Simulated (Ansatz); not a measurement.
A run of Ansatz 0.2.0 is set up as follows.

The input input.yaml:

```yaml
crystal:
  lattice:
    - [2.8795009639, 0.0, 0.0]
    - [0.039072758, 2.8792794796, 0.0]
    - [0.0174953863, 0.0172449008, 5.1763391994]
  atoms:
    - { symbol: Cu, position: [0.0, 0.5, 0.0] }
    - { symbol: Cu, position: [0.5, 0.0, 0.5] }
    - { symbol: O, position: [0.99842397, 0.00167178, 0.7498871] }
    - { symbol: O, position: [0.00157603, 0.99832822, 0.2501129] }
hamiltonian:
  xc: blyp
  pseudopotentials: { kind: paw }
kpoints:
  mp_grid: { grid: [9, 9, 5] }
scf:
  occupations: { method: fermi_dirac, width: 0.05 }
output:
  forces: true
  stress: true
  eigenvalues: true
relax:
  f_tol: 0.01
  max_steps: 40
  cell: { stress_tol: 0.05 }
```

Potentials or basis: Ansatz PAW.

The run is started by

```console
$ ansatz run input.yaml --threads 2 --pin off --max-ram 5632MiB --backend cpu --events-out ev --progress --plain --runs-dir out
```

(1) Estimate the space group after relaxing (to 0.05 Å).

(2) Estimate the band gap on the k mesh.

(3) Estimate the relaxed cell.

(4) Predict the relaxed volume.

## Answers

(1) P4_2/mmc (No. 131).

(2) none (metal or under the smearing width).

(3) a = 2.994 Å, b = 2.994 Å, c = 5.196 Å, α = 89.99°, β = 89.99°, γ = 89.97°.

(4) 11.65 Å³/atom.

Caveat: the pressure holds a Pulay correction of +0.8 GPa for the finite cutoff; the run has no spin polarisation, though such a crystal can be magnetic; semilocal functionals often make such compounds metallic where correlation or magnetic order opens a gap, which also shifts bond lengths; the PAW data sets come from PBE, with cores solved anew for the run's functional, which leaves a small shift of forces and pressure.
